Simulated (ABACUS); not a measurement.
Crystal: Ir.

```
Ir
1.0
     0.00000    1.91560    1.91560
     1.91560    0.00000    1.91560
     1.91560    1.91560    0.00000
Ir
1
Direct
  0.00000 0.00000 0.00000
```

* Program: ABACUS 3.10.1
* Task: single point
* Functional: PBE
* Potentials or basis: PseudoDojo NC SR 0.4.1 PBE standard
* Cutoff: 1361 eV
* Density cutoff: 5442 eV
* Basis: DZP LCAO (the cutoffs set its grid)
* k mesh: 12 × 12 × 12
* Occupations: fermi-dirac, width 0.05 eV
* Spin: no spin polarisation

On this cell: pressure 12.4 GPa; band gap on the k mesh none (metal or under the smearing width).

The same run follows on a disturbed copy (cell strained at random at fixed volume):

```xyz
1
Lattice="-0.0090 1.9584 1.9389 1.8984 0.0229 1.9070 1.8997 1.9277 0.0216" Properties=species:S:1:pos:R:3 pbc="T T T"
Ir   -0.0331   -0.0321   -0.0109
```

What changes?

The energy (extrapolated to zero smearing) moves by +13.2 meV/atom; pressure 12.8 GPa; band gap on the k mesh none (metal or under the smearing width).

Stress tensor (GPa, compression positive):
```
15.00  1.28  1.79
 1.28  9.61 -8.61
 1.79 -8.61 13.75
```

Caveats: the atomic orbitals were generated for these runs and aren't a published set; the basis of atomic orbitals isn't converged, which shifts pressures, moduli and gaps.
